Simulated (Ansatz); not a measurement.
# Cu: equation of state with LDA

Crystal: Cu.

```
Cu
1.0
     2.53076    0.00000    0.00000
    -1.26538    2.19171    0.00000
     0.00000    0.00000    8.26182
Cu
4
Direct
  0.66667 0.33333 0.75000
  0.00000 0.00000 0.50000
  0.33333 0.66667 0.25000
  0.00000 0.00000 0.00000
```

This isn't the form of Cu at room conditions, which is fcc.

```yaml
Program: Ansatz 0.2.0
Task: equation of state
Functional: LDA
Potentials_or_basis: all-electron LAPW, scalar-relativistic
Basis_error_allowed: 0.002 eV/atom
k_mesh: 12 × 12 × 4
Occupations: fermi-dirac, width 0.05 eV
Spin: no spin polarisation
```

The equilibrium volume is 10.90 Å³/atom, the bulk modulus at fixed shape and positions is 188 GPa and the pressure derivative of the bulk modulus is 5.1.

Energy against volume, from the lowest point:
```csv
volume (Å³/atom),energy (meV/atom)
10.769,0.32
10.998,0.00
11.227,5.04
11.456,14.80
11.686,28.71
11.915,46.27
12.144,67.04
```

All runs of the series together: 2.7 min on 2 threads of Arm Neoverse V1, on a shared host.

Caveat: the cell was scaled at fixed shape and fractional positions, which overstates the stiffness of a crystal with free parameters, most of all of layers and chains.
